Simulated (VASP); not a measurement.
# BN (P6_3mc) in VASP: elastic constants with PBEsol

Aim: the elastic constants of BN with PBEsol.

All numbers are computed with VASP 6.6.1; they aren't measurements. Logs are shortened: lines on timing, memory, paths and dates and some standing lists are left out, and cuts for length are marked.

## (1) The crystal as given

Symmetry: P6_3mc, No. 186, hexagonal system. Conventional cell: a = 2.542 Å, b = 2.542 Å, c = 4.203 Å, α = 90.00°, β = 90.00°, γ = 120.00°. B (site symmetry 3m) is surrounded by 4 N at 1.56 to 1.57 Å. Around N (site symmetry 3m) lie 4 B at 1.56 to 1.57 Å.

The cell was built by a generator and needn't be a form met in nature.

## (2) Elastic constants, PBEsol

Input file POSCAR:

```
BN
1.0
    2.5419017766      0.0000000000     -0.0000000000
   -1.2709508883      2.2013515125      0.0000000000
    0.0000000000      0.0000000000      4.2032650667
  B               N
     2     2
Direct
     0.3333333332999970    0.6666666667000030    0.9999801507553262
     0.6666666667000030    0.3333333332999970    0.4999801507553263
     0.3333333332999970    0.6666666667000030    0.3745198492446714
     0.6666666667000030    0.3333333332999970    0.8745198492446714
```

Input file INCAR.step1:

```
PREC     = Accurate       # precision mode
ENCUT    = 600            # plane-wave cutoff, eV
EDIFF    = 1E-8           # SCF threshold, eV
ISMEAR   = -1             # smearing method
SIGMA    = 0.05           # smearing width, eV
LREAL    = F              # projectors in reciprocal space
LASPH    = T              # aspherical terms in the spheres
NELM     = 80             # most SCF steps
ALGO     = Fast           # electronic algorithm
ISIF     = 3              # what is computed and relaxed
LWAVE    = F              # write WAVECAR
LCHARG   = F              # write CHGCAR
GGA      = PS             # functional
KPAR     = 4            
IBRION   = 2              # ionic algorithm
NSW      = 40             # ionic steps
EDIFFG   = -0.002         # ionic threshold
```

Input file INCAR.step2:

```
PREC     = Accurate       # precision mode
ENCUT    = 600            # plane-wave cutoff, eV
EDIFF    = 1E-8           # SCF threshold, eV
ISMEAR   = -1             # smearing method
SIGMA    = 0.05           # smearing width, eV
LREAL    = F              # projectors in reciprocal space
LASPH    = T              # aspherical terms in the spheres
NELM     = 80             # most SCF steps
ALGO     = Fast           # electronic algorithm
ISIF     = 3              # what is computed and relaxed
LWAVE    = F              # write WAVECAR
LCHARG   = F              # write CHGCAR
GGA      = PS             # functional
KPAR     = 4            
IBRION   = 6              # ionic algorithm
NFREE    = 2            
POTIM    = 0.015          # step
NSW      = 1              # ionic steps
```

Input file KPOINTS:

```
regular mesh
0
Gamma
  12 12 8
```

Potentials or basis: VASP PAW PBE potentials, release 64 (B, N).

Run with:

```sh
$ cat potpaw_PBE.64/B/POTCAR potpaw_PBE.64/N/POTCAR > POTCAR
$ cp INCAR.step1 INCAR
$ mpirun -np 4 vasp_std > vasp.out
$ cp CONTCAR POSCAR
$ cp INCAR.step2 INCAR
$ mpirun -np 4 vasp_std > vasp.out
```

OUTCAR:

```text
PREC = Accurate
   ENCUT = 600
   EDIFF = 1E-8
   ISMEAR = -1
   LREAL = F
   LASPH = T
   NELM = 80
   ISIF = 3
   GGA = PS
   IBRION = 6
   NFREE = 2
   POTIM = 0.015
   NSW = 1

 ion  position               nearest neighbor table
   1  0.333  0.667  0.000-   4 1.56   4 1.56   4 1.56   3 1.57
   2  0.667  0.333  0.500-   3 1.56   3 1.56   3 1.56   4 1.57
   3  0.333  0.667  0.374-   2 1.56   2 1.56   2 1.56   1 1.57
   4  0.667  0.333  0.874-   1 1.56   1 1.56   1 1.56   2 1.57

  LATTYP: Found a hexagonal cell.
 ALAT       =     2.5417832119
 C/A-ratio  =     1.6540199114

  Lattice vectors:

 A1 = (   2.5417832119,   0.0000000000,   0.0000000000)
 A2 = (  -1.2708916059,   2.2012488324,   0.0000000000)
 A3 = (   0.0000000000,   0.0000000000,   4.2041600430)

Analysis of symmetry for initial positions (statically):
=====================================================================
 Subroutine PRICEL returns:
 Original cell was already a primitive cell.

 Routine SETGRP: Setting up the symmetry group for a
 hexagonal supercell.

 Subroutine GETGRP returns: Found 12 space group operations
 (whereof  6 operations were pure point group operations)
 out of a pool of 24 trial point group operations.

The static configuration has the point symmetry C_3v.
 The point group associated with its full space group is C_6v.

Analysis of symmetry for dynamics (positions and initial velocities):
=====================================================================
 Subroutine PRICEL returns:
 Original cell was already a primitive cell.

 Routine SETGRP: Setting up the symmetry group for a
 hexagonal supercell.

 Subroutine GETGRP returns: Found 12 space group operations
 (whereof  6 operations were pure point group operations)
 out of a pool of 24 trial point group operations.

The dynamic configuration has the point symmetry C_3v.
 The point group associated with its full space group is C_6v.

 Subroutine INISYM returns: Found 12 space group operations
 (whereof  6 operations are pure point group operations),
 and found     1 'primitive' translations

----------------------------------------------------------------------------------------

                                     Primitive cell

  volume of cell :      23.5227

  direct lattice vectors                    reciprocal lattice vectors
     2.541783212  0.000000000  0.000000000     0.393424583  0.227143789  0.000000000
    -1.270891606  2.201248832  0.000000000     0.000000000  0.454287578  0.000000000
     0.000000000  0.000000000  4.204160043     0.000000000  0.000000000  0.237859641

  length of vectors
     2.541783212  2.541783212  4.204160043     0.454287578  0.454287578  0.237859641

  position of ions in fractional coordinates (direct lattice)
     0.333333333  0.666666667  0.000032874
     0.666666667  0.333333333  0.500032874
     0.333333333  0.666666667  0.374467126
     0.666666667  0.333333333  0.874467126

  ion indices of the primitive-cell ions
   primitive index   ion index
                 1           1
                 2           2
                 3           3
                 4           4

----------------------------------------------------------------------------------------

 KPOINTS: regular mesh

Automatic generation of k-mesh.
 Grid dimensions read from file:
 generate k-points for:   12   12    8

 Generating k-lattice:

[... 107 lines left out ...]
  ext. energy  EPLUGINS =         0.00000000
  ---------------------------------------------------
  free energy    TOTEN  =       -36.63352076 eV

  energy without entropy =      -36.63352076  energy(sigma->0) =      -36.63352076

------------------------ aborting loop because EDIFF is reached ----------------------------------------

  FORCE on cell =-STRESS in cart. coord.  units (eV):
  Direction    XX          YY          ZZ          XY          YZ          ZX
  --------------------------------------------------------------------------------------
  -------------------------------------------------------------------------------------
  Total       -0.0034837     -0.0034837      0.0034884      0.0000000     -0.0000000      0.0000000
  in kB       -0.2372811     -0.2372811      0.2375995      0.0000000     -0.0000000      0.0000000
  external PRESSURE =      -0.0789876 kB  Pullay stress =       0.0000000 kB
[... 95 lines left out ...]
  FREE ENERGIE OF THE ION-ELECTRON SYSTEM (eV)
  ---------------------------------------------------
  free  energy   TOTEN  =       -36.6170582989 eV

  energy  without entropy=      -36.6170582988  energy(sigma->0) =      -36.61705830

[... ionic steps 4 to 18 ...]

--------------------------------------- Ionic step       19  -------------------------------------------

 number of electron      16.0000002 magnetization

------------------------ aborting loop because EDIFF is reached ----------------------------------------
[... 71 lines left out ...]
--------------------------------------- Ionic step       21  -------------------------------------------

 number of electron      16.0000002 magnetization

 Free energy of the ion-electron system (eV)
  ---------------------------------------------------
  ext. energy  EPLUGINS =         0.00000000
  ---------------------------------------------------
  free energy    TOTEN  =       -36.62919031 eV

  energy without entropy =      -36.62919031  energy(sigma->0) =      -36.62919031

 E-fermi :   8.5858     XC(G=0): -13.0290

 val. band max:        7.6174460044   @ k =   0.0000   0.0000   0.0000
 cond. band min:      12.4437685004   @ k =   0.3333   0.3333   0.0000
 fundamental gap:      4.8263224960
 Fermi energy:         8.5857902155

 k-point     1 :       0.0000    0.0000    0.0000
  band No.  band energies     occupation
      1     -12.9052      2.00000
      2      -8.6822      2.00000
      3      -3.4982      2.00000
      4       5.4489      2.00000
      5       5.4489      2.00000
      6       7.2170      2.00000
      7       7.6174      2.00000
      8       7.6174      2.00000
      9      15.8848      0.00000
     10      15.8848      0.00000
     11      16.2211      0.00000
     12      17.1166      0.00000
[... 331 lines left out ...]
 k-point    24 :       0.3333    0.0000    0.1250
  band No.  band energies     occupation
      1     -10.4971      2.00000
      2      -7.4669      2.00000
      3      -1.3549      2.00000
      4      -0.1819      2.00000
      5       1.7629      2.00000
      6       3.1867      2.00000
      7       4.9441      2.00000
      8       5.8110      2.00000
      9      14.3635      0.00000
     10      15.9561      0.00000
     11      18.1723      0.00000
     12      18.7701      0.00000

 [... further k-points ...]

------------------------ aborting loop because EDIFF is reached ----------------------------------------

  FORCE on cell =-STRESS in cart. coord.  units (eV):
  Direction    XX          YY          ZZ          XY          YZ          ZX
  --------------------------------------------------------------------------------------
  -------------------------------------------------------------------------------------
  Total       -0.0257263     -0.0257263      0.0350556     -0.0000000      0.0000000     -0.0000000
  in kB       -1.7522677     -1.7522677      2.3877101     -0.0000000      0.0000000     -0.0000000
  external PRESSURE =      -0.3722751 kB  Pullay stress =       0.0000000 kB
[... 19 lines left out ...]
  FREE ENERGIE OF THE ION-ELECTRON SYSTEM (eV)
  ---------------------------------------------------
  free  energy   TOTEN  =       -36.6291903071 eV

  energy  without entropy=      -36.6291903071  energy(sigma->0) =      -36.62919031

 INTERNAL STRAIN TENSORS FROM STRAINED CELLS
 ============================================

 INTERNAL STRAIN TENSOR FOR ION    1 for displacements in x,y,z  (eV/Angst):
          X           Y           Z          XY          YZ          ZX
  --------------------------------------------------------------------------------
  x     0.00000    -0.00000    -0.00000    -2.94707     0.00000    -3.01707
  y    -2.96453     2.98827    -0.00000     0.00000    -3.01064     0.00004
  z    -1.72112    -1.72732     1.23479    -0.00001    -0.00423    -0.00002

 INTERNAL STRAIN TENSORS FROM DISPLACED ATOMS
 ============================================

 INTERNAL STRAIN TENSOR FOR ION    1 for displacements in x,y,z  (eV/Angst):
          X           Y           Z          XY          YZ          ZX
  --------------------------------------------------------------------------------
  x     0.00000     0.00000    -0.00000    -2.95297    -0.00000    -3.01923
  y    -2.95297     2.95297     0.00000     0.00000    -3.01923     0.00000
  z    -1.70553    -1.70553     1.18658     0.00000    -0.00000     0.00000

 INTERNAL STRAIN TENSOR FOR ION    4 for displacements in x,y,z  (eV/Angst):
          X           Y           Z          XY          YZ          ZX
  --------------------------------------------------------------------------------
  x     0.00000     0.00000     0.00000     5.18731     0.00000     3.01884
  y     5.18731    -5.18731     0.00000     0.00000     3.01884     0.00000
  z     1.70729     1.70729    -1.18724     0.00000    -0.00000     0.00000

 Eigenvectors and eigenvalues of the dynamical matrix
 ----------------------------------------------------

   1 f  =   33.507787 THz   210.535636 2PiTHz 1117.699470 cm-1   138.577010 meV
             X         Y         Z           dx          dy          dz
     -0.000000  1.467499  0.000138    -0.000000    0.000000   -0.628605
      1.270892  0.733750  2.102218    -0.000000    0.000000    0.628605
     -0.000000  1.467499  1.574320     0.000000   -0.000000   -0.323813
      1.270892  0.733750  3.676400     0.000000   -0.000000    0.323813
[... 71 lines left out ...]
  12 f/i=    0.003102 THz     0.019491 2PiTHz    0.103475 cm-1     0.012829 meV
             X         Y         Z           dx          dy          dz
     -0.000000  1.467499  0.000138    -0.408263    0.226336   -0.000000
      1.270892  0.733750  2.102218    -0.408263    0.226336   -0.000000
     -0.000000  1.467499  1.574320    -0.464517    0.257522   -0.000000
      1.270892  0.733750  3.676400    -0.464517    0.257522   -0.000000

--------------------------------------------------------------------------------------------------------

 ELASTIC MODULI CONTR FROM IONIC RELAXATION (kBar)
 Direction    XX          YY          ZZ          XY          YZ          ZX
 --------------------------------------------------------------------------------
 XX        -157.1889    123.8628     11.5901     -0.0000     -0.0000     -0.0000
 YY         123.8628   -157.1889     11.5901      0.0000      0.0000      0.0000
 ZZ          11.5901     11.5901     -8.0616      0.0000     -0.0000      0.0000
 XY          -0.0000      0.0000      0.0000   -140.5258      0.0000     -0.0000
 YZ          -0.0000      0.0000     -0.0000      0.0000    -49.0820      0.0000
 ZX          -0.0000      0.0000      0.0000     -0.0000      0.0000    -49.0820
 --------------------------------------------------------------------------------

 TOTAL ELASTIC MODULI (kBar)
 Direction    XX          YY          ZZ          XY          YZ          ZX
 --------------------------------------------------------------------------------
 XX        9510.0821   1406.8719    618.5470     -0.0000     -0.0000     -0.0000
 YY        1406.8719   9510.0821    618.5470      0.0000      0.0000      0.0000
 ZZ         618.5470    618.5470  10523.9863      0.0000     -0.0000      0.0000
 XY          -0.0000      0.0000      0.0000   4051.6051      0.0000     -0.0000
 YZ          -0.0000      0.0000     -0.0000      0.0000   3328.0739      0.0000
 ZX          -0.0000      0.0000      0.0000     -0.0000      0.0000   3328.0739
 --------------------------------------------------------------------------------
```

It took 3 min on 4 MPI ranks of Intel Xeon 6975P-C (Granite Rapids), shared host; peak memory 0.4 GiB.

Results:

| Quantity | Value |
| --- | --- |
| Voigt bulk modulus | 387 GPa |
| Highest phonon frequency at Γ, LO-TO splitting left out | 1118 cm⁻¹ |

Phonon frequencies in cm⁻¹ (negative: imaginary):
| q point | frequencies |
| --- | --- |
| (0.000, 0.000, 0.000) | 0 0 0 469 469 966 966 971 1030 1062 1062 1118 |

Elastic tensor in Voigt notation (GPa, in the Cartesian axes of the cell as first typed):
```
 951  141   62    0    0    0
 141  951   62    0    0    0
  62   62 1052    0    0    0
   0    0    0  333    0    0
   0    0    0    0  333    0
   0    0    0    0    0  405
```

Clamped-ion elastic tensor (GPa):
```
 967  128   61    0    0    0
 128  967   61    0    0    0
  61   61 1053    0    0    0
   0    0    0  338    0    0
   0    0    0    0  338    0
   0    0    0    0    0  419
```

Caveat: the PAW data sets were made with another functional, which shifts forces and pressure a little.
